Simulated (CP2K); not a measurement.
**Cu in CP2K: convergence with cutoff ry**

Input of the first run (cutoff ry 90 Ry); the others differ in this setting and in those tied to it:

File cu_converge.inp:

```
&GLOBAL
  PROJECT cu_converge
  RUN_TYPE ENERGY_FORCE
  PRINT_LEVEL LOW
&END GLOBAL
&FORCE_EVAL
  METHOD QS
  STRESS_TENSOR ANALYTICAL
  &DFT
    BASIS_SET_FILE_NAME BASIS_MOLOPT_UZH
    POTENTIAL_FILE_NAME POTENTIAL_UZH
    &MGRID
      CUTOFF 90
      REL_CUTOFF 60
      NGRIDS 5
    &END MGRID
    &QS
      METHOD GPW
      EPS_DEFAULT 1.0E-10
    &END QS
    &KPOINTS
      SCHEME MONKHORST-PACK 10 10 10
      GAMMA_CENTERED T
      SYMMETRY T
      SYMMETRY_BACKEND SPGLIB
    &END KPOINTS
    &SCF
      SCF_GUESS ATOMIC
      EPS_SCF 1.0E-6
      MAX_SCF 100
      ADDED_MOS 11
      CHOLESKY OFF
      EPS_EIGVAL 1.0E-7
      &DIAGONALIZATION ON
        ALGORITHM STANDARD
      &END DIAGONALIZATION
      &MIXING ON
        METHOD BROYDEN_MIXING
        ALPHA 0.4
        BETA 1.5
        NBUFFER 8
      &END MIXING
      &SMEAR ON
        METHOD FERMI_DIRAC
        ELECTRONIC_TEMPERATURE 1160.45
      &END SMEAR
    &END SCF
    &XC
      &XC_FUNCTIONAL
        &GGA_X_PBE
        &END GGA_X_PBE
        &GGA_C_PBE
        &END GGA_C_PBE
      &END XC_FUNCTIONAL
    &END XC
    &PRINT
      &KPOINTS ON
      &END KPOINTS
      &MULLIKEN ON
      &END MULLIKEN
      &MO ON
        ENERGIES T
        OCCUPATION_NUMBERS T
        &EACH
          QS_SCF 0
        &END EACH
        ADD_LAST NUMERIC
      &END MO
    &END PRINT
  &END DFT
  &SUBSYS
    &CELL
      ABC 2.5090674377 2.4435456574 2.4333546458
      ALPHA_BETA_GAMMA 107.4625516861 108.3731381879 112.6333557383
      PERIODIC XYZ
    &END CELL
    &COORD
      Cu  -0.0760870787 0.0155875976 0.0089585772
    &END COORD
    &KIND Cu
      BASIS_SET DZVP-MOLOPT-PBE-GTH-q11
      POTENTIAL GTH-PBE-q11
    &END KIND
    &PRINT
      &ATOMIC_COORDINATES ON
      &END ATOMIC_COORDINATES
      &CELL ON
      &END CELL
    &END PRINT
  &END SUBSYS
  &PRINT
    &FORCES ON
    &END FORCES
    &STRESS_TENSOR ON
    &END STRESS_TENSOR
  &END PRINT
&END FORCE_EVAL
```

Potentials or basis: POTENTIAL_UZH Cu GTH-PBE-q11; DZVP-MOLOPT-PBE-GTH basis.

The run is started by

```bash
$ OMP_NUM_THREADS=1 cp2k.psmp -i cu_converge.inp -o cu_converge.out
```

The cell isn't the ideal one: cell strained at random at fixed volume.

This isn't the form of Cu at room conditions, which is fcc.

Hardware: 1 thread of Intel(R) Xeon(R) Platinum 8375C CPU @ 2.90GHz (Ice Lake) (shared host).

| cutoff ry | energy less the tightest run, at zero smearing (meV/atom) | SCF cycles | CPU time (s) | peak memory (GiB) |
| --- | --- | --- | --- | --- |
| 90 Ry | -880.14 | 11 | 210 | 0.35 |
| 140 Ry | -123.20 | 11 | 210 | 0.35 |
| 190 Ry | -3.60 | 11 | 210 | 0.35 |
| 250 Ry | -3.60 | 11 | 210 | 0.35 |
| 320 Ry | -10.07 | 11 | 210 | 0.35 |
| 380 Ry | 1.97 | 11 | 220 | 0.36 |
| 450 Ry | -0.67 | 11 | 250 | 0.37 |
| 560 Ry | -0.22 | 11 | 220 | 0.37 |
| 720 Ry | 0.00 | 11 | 240 | 0.39 |

Against the tightest run, the energy stays within 1 meV/atom from 450 Ry on. The tightest run that finished is the yardstick and may itself not be fully converged.
